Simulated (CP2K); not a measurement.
# Bi (C2/m) in CP2K: band structure with r2SCAN

Aim: the band structure of Bi with r2SCAN.

Program: CP2K 2026.2. These are calculated values, not measurements. Logs are shortened: lines on timing, memory, paths and dates and some standing lists are left out, and cuts for length are marked.

## 1. The crystal as given

The structure is monoclinic, space group C2/m (No. 12). The conventional cell has a = 6.977 Å, b = 6.265 Å, c = 3.359 Å, α = 90.00°, β = 112.04°, γ = 90.00°. Bi (site symmetry m) has 6 Bi at 3.21 to 3.45 Å as nearest neighbours.

This isn't the form of Bi at room conditions, which is rhombohedral.

## 2. Band structure, r2SCAN

bi_bands.inp

```
&GLOBAL
  PROJECT bi_bands
  RUN_TYPE ENERGY_FORCE
  PRINT_LEVEL LOW
&END GLOBAL
&FORCE_EVAL
  METHOD QS
  STRESS_TENSOR ANALYTICAL
  &DFT
    BASIS_SET_FILE_NAME BASIS_MOLOPT_UZH
    POTENTIAL_FILE_NAME POTENTIAL_UZH
    &MGRID
      CUTOFF 675
      REL_CUTOFF 60
      NGRIDS 5
    &END MGRID
    &QS
      METHOD GPW
      EPS_DEFAULT 1.0E-10
    &END QS
    &KPOINTS
      SCHEME MONKHORST-PACK 6 6 9
      GAMMA_CENTERED T
      SYMMETRY T
      SYMMETRY_BACKEND SPGLIB
    &END KPOINTS
    &SCF
      SCF_GUESS ATOMIC
      EPS_SCF 1.0E-6
      MAX_SCF 100
      ADDED_MOS 10
      CHOLESKY OFF
      EPS_EIGVAL 1.0E-7
      &DIAGONALIZATION ON
        ALGORITHM STANDARD
      &END DIAGONALIZATION
      &MIXING ON
        METHOD BROYDEN_MIXING
        ALPHA 0.4
        BETA 1.5
        NBUFFER 8
      &END MIXING
      &SMEAR ON
        METHOD FERMI_DIRAC
        ELECTRONIC_TEMPERATURE [K] 300.557
      &END SMEAR
    &END SCF
    &XC
      &XC_FUNCTIONAL
        &MGGA_X_R2SCAN
        &END MGGA_X_R2SCAN
        &MGGA_C_R2SCAN
        &END MGGA_C_R2SCAN
      &END XC_FUNCTIONAL
    &END XC
    &PRINT
      &KPOINTS ON
      &END KPOINTS
      &MULLIKEN ON
      &END MULLIKEN
      &MO ON
        ENERGIES T
        OCCUPATION_NUMBERS T
        &EACH
          QS_SCF 0
        &END EACH
        ADD_LAST NUMERIC
      &END MO
      &LOWDIN ON
      &END LOWDIN
      &HIRSHFELD ON
        SHAPE_FUNCTION DENSITY
      &END HIRSHFELD
      &BAND_STRUCTURE
        FILE_NAME bands.bs
        ADDED_MOS 4
        &KPOINT_SET
          UNITS B_VECTOR
          NPOINTS 8
          SPECIAL_POINT GAMMA 0.00000000 0.00000000 0.00000000
          SPECIAL_POINT Y -0.56005453 -0.56005453 -0.38799467
          SPECIAL_POINT F -0.29234018 -0.29234018 -0.57501586
          SPECIAL_POINT H -0.82776887 -0.82776887 0.79902652
          SPECIAL_POINT Z 0.00000000 0.00000000 0.50000000
          SPECIAL_POINT I -0.50000000 0.50000000 0.50000000
          SPECIAL_POINT F1 -0.70765982 0.29234018 0.57501586
        &END KPOINT_SET
        &KPOINT_SET
          UNITS B_VECTOR
          NPOINTS 8
          SPECIAL_POINT H1 -0.17223113 0.82776887 -0.79902652
          SPECIAL_POINT Y1 -0.43994547 0.56005453 -0.61200533
          SPECIAL_POINT X -0.50000000 0.50000000 0.00000000
          SPECIAL_POINT GAMMA 0.00000000 0.00000000 0.00000000
          SPECIAL_POINT N -0.50000000 0.00000000 -0.50000000
        &END KPOINT_SET
        &KPOINT_SET
          UNITS B_VECTOR
          NPOINTS 8
          SPECIAL_POINT M -0.50000000 0.00000000 0.00000000
          SPECIAL_POINT GAMMA 0.00000000 0.00000000 0.00000000
        &END KPOINT_SET
      &END BAND_STRUCTURE
    &END PRINT
  &END DFT
  &SUBSYS
    &CELL
      A 4.6886416937 0.0000000000 0.0000000000
      B 0.5027620436 4.6616082267 0.0000000000
      C -0.9376816545 -0.8419889370 3.1135500000
      PERIODIC XYZ
    &END CELL
    &COORD
      Bi  3.1054923175 2.7885691940 2.6695017261
      Bi  1.1482297653 1.0310500957 0.4440482739
    &END COORD
    &KIND Bi
      BASIS_SET TZVP-MOLOPT-SCAN-GTH-q5
      POTENTIAL GTH-SCAN-q5
    &END KIND
    &PRINT
      &ATOMIC_COORDINATES ON
      &END ATOMIC_COORDINATES
      &CELL ON
      &END CELL
      &SYMMETRY ON
      &END SYMMETRY
    &END PRINT
  &END SUBSYS
  &PRINT
    &FORCES ON
    &END FORCES
    &STRESS_TENSOR ON
    &END STRESS_TENSOR
  &END PRINT
&END FORCE_EVAL
```

Potentials or basis: POTENTIAL_UZH Bi GTH-SCAN-q5; TZVP-MOLOPT-SCAN-GTH basis.

On the command line:

```console
OMP_NUM_THREADS=1 cp2k.psmp -i bi_bands.inp -o bi_bands.out
```

bi_bands.out:

```text

 CP2K| version string:                                       CP2K version 2026.2
 CP2K| Input file name                                              bi_bands.inp

 GLOBAL| Force Environment number                                              1
 GLOBAL| Basis set file name                                    BASIS_MOLOPT_UZH
 GLOBAL| Potential file name                                       POTENTIAL_UZH
 GLOBAL| MM Potential file name                                     MM_POTENTIAL
 GLOBAL| Coordinate file name                                      __STD_INPUT__
 GLOBAL| Method name                                                        CP2K
 GLOBAL| Project name                                                   bi_bands
 GLOBAL| Run type                                                   ENERGY_FORCE
 GLOBAL| FFT library                                                       FFTW3
 GLOBAL| Diagonalization library                                       ScaLAPACK
 GLOBAL| Cholesky decomposition library                                ScaLAPACK
 GLOBAL| DGEMM library                                                      BLAS
 GLOBAL| Direct generalized diagonalization requested                          F
 GLOBAL| Matrix multiplication library                                 ScaLAPACK
 GLOBAL| Global print level                                                  LOW
 GLOBAL| Total number of message passing processes                             1
 GLOBAL| Number of threads for this process                                    1
 GLOBAL| CPU model name                                                  UNKNOWN

 CELL| Volume [angstrom^3]:                                            68.051650
 CELL| Vector a [angstrom]:       4.689     0.000     0.000   |a| =     4.688642
 CELL| Vector b [angstrom]:       0.503     4.662     0.000   |b| =     4.688642
 CELL| Vector c [angstrom]:      -0.938    -0.842     3.114   |c| =     3.358926
 CELL| Angle (b,c), alpha [degree]:                                   106.210145
 CELL| Angle (a,c), beta  [degree]:                                   106.210145
 CELL| Angle (a,b), gamma [degree]:                                    83.844351
 CELL| Numerically orthorhombic:                                              NO
 CELL| Periodicity                                                           XYZ

 CELL_REF| Volume [angstrom^3]:                                        68.051650
 CELL_REF| Vector a [angstrom     4.689     0.000     0.000   |a| =     4.688642
 CELL_REF| Vector b [angstrom     0.503     4.662     0.000   |b| =     4.688642
 CELL_REF| Vector c [angstrom    -0.938    -0.842     3.114   |c| =     3.358926
 CELL_REF| Angle (b,c), alpha [degree]:                               106.210145
 CELL_REF| Angle (a,c), beta  [degree]:                               106.210145
 CELL_REF| Angle (a,b), gamma [degree]:                                83.844351
 CELL_REF| Numerically orthorhombic:                                          NO
 CELL_REF| Periodicity                                                       XYZ

 GENERATE|  Preliminary Number of Bonds generated:                             0
 GENERATE|  Achieved consistency in connectivity generation.

 *******************************************************************************
 *******************************************************************************
 **            Copyright (C) by CP2K developers group (2000-2026)             **
 *******************************************************************************

 TOTAL NUMBERS AND MAXIMUM NUMBERS

  Total number of            - Atomic kinds:                                   1
                             - Atoms:                                          2
                             - Shell sets:                                     2
                             - Shells:                                        14
                             - Primitive Cartesian functions:                 10
                             - Cartesian basis functions:                     36
                             - Spherical basis functions:                     34

  Maximum angular momentum of- Orbital basis functions:                        2
                             - Local part of the GTH pseudopotential:          0
                             - Non-local part of the GTH pseudopotential:      4

 MODULE QUICKSTEP: ATOMIC COORDINATES IN ANGSTROM

   Atom Kind Element         X             Y             Z       Z(eff)     Mass
      1    1 Bi   83      3.105492      2.788569      2.669502   5.0000 208.9804
      2    1 Bi   83      1.148230      1.031050      0.444048   5.0000 208.9804
[... 124 lines left out ...]
  Core Hamiltonian energy:                                      4.42612944786888
  Hartree energy:                                              10.11070437505802
  Exchange-correlation energy:                                 -2.66602382866120
  Electronic entropic energy:                                  -0.00006567316211
  Fermi energy:                                                 0.16862795132644

  Total energy:                                               -11.00496266115881
  Total energy (extrapolated to T->0):                        -11.00492982457775

 MO| EIGENVALUES AND OCCUPATION NUMBERS FOR K POINT 1
 MO|
 MO|  Index      Eigenvalue [a.u.]        Eigenvalue [eV]             Occupation
 MO|      1              -0.224286              -6.103120               2.000000
 MO|      2              -0.166781              -4.538331               2.000000
 MO|      3               0.012699               0.345569               2.000000
 MO|      4               0.063556               1.729440               2.000000
 MO|      5               0.065415               1.780029               2.000000
 MO|      6               0.104509               2.843847               2.000000
 MO|      7               0.246845               6.717005               0.000000
 MO|      8               0.307791               8.375430               0.000000
 MO|      9               0.439122              11.949117               0.000000
 MO|     10               0.519477              14.135681               0.000000
 MO|     11               0.557838              15.179553               0.000000
 MO|     12               0.605514              16.476862               0.000000
 MO|     13               0.647889              17.629958               0.000000
[... 271 lines left out ...]
 MO|      4               0.100089               2.723569               2.000000
 MO|      5               0.174641               4.752235               0.003601
 MO|      6               0.289926               7.889286               0.000000
 MO|      7               0.310233               8.441874               0.000000
 MO|      8               0.352249               9.585194               0.000000
 MO|      9               0.446363              12.146156               0.000000
 MO|     10               0.484963              13.196524               0.000000
 MO|     11               0.537981              14.639202               0.000000
 MO|     12               0.572268              15.572198               0.000000
 MO|     13               0.679422              18.488018               0.000000
 MO|     14               0.703332              19.138650               0.000000
 MO|     15               0.729427              19.848705               0.000000
 MO| Sum:                                                               8.003601
 MO| E(Fermi):            0.168628 a.u.          4.588600 eV

 [... the levels of further k-points ...]

 !-----------------------------------------------------------------------------!
                     Mulliken Population Analysis

 #  Atom  Element  Kind  Atomic population                           Net charge
       1     Bi       1          5.000000                             -0.000000
       2     Bi       1          5.000000                              0.000000
 # Total charge                             10.000000                  0.000000

 !-----------------------------------------------------------------------------!

 !-----------------------------------------------------------------------------!
                           Hirshfeld Charges

  #Atom  Element  Kind  Ref Charge     Population                    Net charge
      1       Bi     1       5.000          5.000                        -0.000
      2       Bi     1       5.000          5.000                        -0.000

  Total Charge                                                           -0.000
 !-----------------------------------------------------------------------------!

 LOWDIN POPULATION ANALYSIS

 #  Atom  Element  Kind  Atomic population                           Net charge
       1     Bi       1          5.000000                             -0.000000
       2     Bi       1          5.000000                              0.000000
 # Total charge                             10.000000                  0.000000

 KPOINTS| Band Structure Calculation
 KPOINTS| Number of k-point sets                                               3
 KPOINTS| Number of added MOs/bands                                            4
 KPOINTS| Number of k-points in set    1                                      49
 KPOINTS| In units of b-vector [2pi/Bohr]
 KPOINTS| Special point     1       GAMMA     0.000000     0.000000     0.000000
 KPOINTS| Special point     2           Y    -0.560055    -0.560055    -0.387995
 KPOINTS| Special point     3           F    -0.292340    -0.292340    -0.575016
 KPOINTS| Special point     4           H    -0.827769    -0.827769     0.799027
 KPOINTS| Special point     5           Z     0.000000     0.000000     0.500000
 KPOINTS| Special point     6           I    -0.500000     0.500000     0.500000
 KPOINTS| Special point     7          F1    -0.707660     0.292340     0.575016
 KPOINTS| Number of k-points in set    2                                      33
 KPOINTS| In units of b-vector [2pi/Bohr]
 KPOINTS| Special point     1          H1    -0.172231     0.827769    -0.799027
 KPOINTS| Special point     2          Y1    -0.439945     0.560055    -0.612005
 KPOINTS| Special point     3           X    -0.500000     0.500000     0.000000
 KPOINTS| Special point     4       GAMMA     0.000000     0.000000     0.000000
 KPOINTS| Special point     5           N    -0.500000     0.000000    -0.500000
 KPOINTS| Number of k-points in set    3                                       9
 KPOINTS| In units of b-vector [2pi/Bohr]
 KPOINTS| Special point     1           M    -0.500000     0.000000     0.000000
 KPOINTS| Special point     2       GAMMA     0.000000     0.000000     0.000000

 ENERGY| Total FORCE_EVAL ( QS ) energy [hartree]            -11.004962239162404

 FORCES| Atomic forces [hartree/bohr]
 FORCES|   Atom     x               y               z               |f|
 FORCES|      1  1.91218622E-03  1.71704495E-03  2.13770193E-03   3.34282351E-03
 FORCES|      2 -1.91218622E-03 -1.71704495E-03 -2.13770193E-03   3.34282351E-03
 FORCES| Sum    -3.03403136E-14 -3.07566472E-14 -2.51187959E-14
 FORCES| Total atomic force                                       4.99745924E-14

 STRESS| Analytical stress tensor [bar]
 STRESS|                        x                   y                   z
 STRESS|      x       -2.27575852806E+04   1.96918250931E+03  -2.30016511703E+03
 STRESS|      y        1.96918250931E+03  -2.31823439063E+04  -2.06542709058E+03
 STRESS|      z       -2.30016511703E+03  -2.06542709058E+03  -1.53972964211E+04
 STRESS| 1/3 Trace                                            -2.04457418693E+04
 STRESS| Determinant                                          -7.82506377692E+12

 STRESS| Eigenvectors and eigenvalues of the analytical stress tensor [bar]
 STRESS|                        1                   2                   3
 STRESS| Eigenvalues  -2.49505667058E+04  -2.23616083929E+04  -1.40250505093E+04
 STRESS|      x          -0.668120667357      0.680063624259     -0.301874544819
 STRESS|      y           0.744052937532      0.610661650268     -0.271067473228
 STRESS|      z          -0.000000079451      0.405716422950      0.913999006645
```

It took 1.7 min on 1 thread of Arm Neoverse V1, shared host; peak memory 0.39 GiB.

Results:

```yaml
Free_energy: -299.4603 eV
Pressure: -2.0 GPa
Largest_force: 0.172 eV/Å
Band_gap_on_the_k_mesh: none (metal or under the smearing width)
```

Forces on the atoms (eV/Å):
```
Bi   0.098  0.088  0.110
Bi  -0.098 -0.088 -0.110
```

Stress tensor (GPa, compression positive):
```
-2.28  0.20 -0.23
 0.20 -2.32 -0.21
-0.23 -0.21 -1.54
```

Levels at the corners of the path, in eV from the Fermi level:
| point | band 1 | band 2 | band 3 | band 4 | band 5 | band 6 | band 7 | band 8 | band 9 | band 10 |
| --- | --- | --- | --- | --- | --- | --- | --- | --- | --- | --- |
| Γ | -13.63 | -9.25 | -3.31 | -3.00 | 3.38 | 3.52 | 4.19 | 4.43 | 4.60 | 7.85 |
| Y | -10.92 | -9.50 | -3.49 | -2.91 | -2.30 | -0.72 | 1.81 | 1.82 | 7.38 | 9.54 |
| F | -11.36 | -8.58 | -3.42 | -2.60 | -2.19 | -1.47 | 1.49 | 2.61 | 6.11 | 8.03 |
| H | -12.99 | -9.09 | -3.06 | -2.06 | 0.67 | 0.99 | 2.26 | 3.62 | 5.03 | 8.48 |
| Z | -11.07 | -9.03 | -4.14 | -2.69 | -1.83 | 1.25 | 1.53 | 1.58 | 7.58 | 7.82 |
| I | -10.41 | -9.43 | -4.03 | -3.10 | -2.50 | -0.48 | 1.09 | 1.72 | 7.59 | 9.08 |
| F1 | -11.36 | -8.58 | -3.42 | -2.60 | -2.19 | -1.47 | 1.49 | 2.61 | 6.11 | 8.03 |
| H1 | -12.99 | -9.09 | -3.06 | -2.06 | 0.67 | 0.99 | 2.26 | 3.62 | 5.03 | 8.48 |
| Y1 | -10.92 | -9.50 | -3.49 | -2.91 | -2.30 | -0.72 | 1.81 | 1.82 | 7.38 | 9.54 |
| X | -11.65 | -11.35 | -5.25 | -5.21 | 3.40 | 4.11 | 5.64 | 5.98 | 9.54 | 10.71 |
| Γ | -13.63 | -9.25 | -3.31 | -3.00 | 3.38 | 3.52 | 4.19 | 4.43 | 4.60 | 7.85 |
| N | -10.75 | -9.15 | -4.54 | -3.35 | -1.98 | 1.00 | 2.12 | 2.28 | 6.87 | 7.86 |
| M | -12.06 | -11.84 | -1.29 | -0.91 | -0.84 | -0.74 | 3.84 | 5.07 | 7.98 | 9.26 |
| Γ | -13.63 | -9.25 | -3.31 | -3.00 | 3.38 | 3.52 | 4.19 | 4.43 | 4.60 | 7.85 |

Caveat: spin-orbit coupling is left out, which moves the levels of the heavy elements; the basis of atomic orbitals isn't converged, which shifts pressures, moduli and gaps.
